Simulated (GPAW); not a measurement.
Runs of GPAW 26.7.0 on Yb. It takes space group Im-3m (No. 229, cubic). Conventional cell: a = 4.303 Å, b = 4.303 Å, c = 4.303 Å, α = 90.00°, β = 90.00°, γ = 90.00°. Around Yb (site symmetry m-3m) lie 8 Yb at 3.73 Å. This isn't the form of Yb at room conditions, which is fcc.

```tsv
level	U	gap on the mesh (eV)	pressure (GPa)	moment (μB)
LDA+U	Yb f U = 3 eV	none	(b)	0.00
LDA+U	Yb f U = 5 eV	none	(a)	0.00
LDA+U	Yb f U = 6 eV	none	-2.1	0.00
LDA+U	Yb f U = 1 eV	none	-4.0	0.00
LDA+U	Yb f U = 2 eV	none	(c)	0.00
LDA+U	Yb f U = 4 eV	none	-2.7	0.00
LDA	-	none	-4.5	0.00
LDA+U	Yb f U = 8 eV	none	-1.6	0.00
```

Alike in all rows: task single point; potentials or basis the program's PAW data sets (release 1.2.1) made for this functional, pw; spin collinear, ferromagnetic start; cell as given; k mesh 9 × 9 × 9; cutoff (eV) 800; smearing fermi-dirac 0.05 eV.

Q: Fill in the values left out.

A: (a) -2.4; (b) -3.1; (c) -3.5.

Caveats: one-centre terms of the f shell are cut off; spin-orbit coupling is left out, which moves the levels of the heavy elements.

A k mesh can miss the band edges, and the runs leave out spin-orbit coupling on Yb.

A gap of «none» marks a metal or a gap under the smearing width.
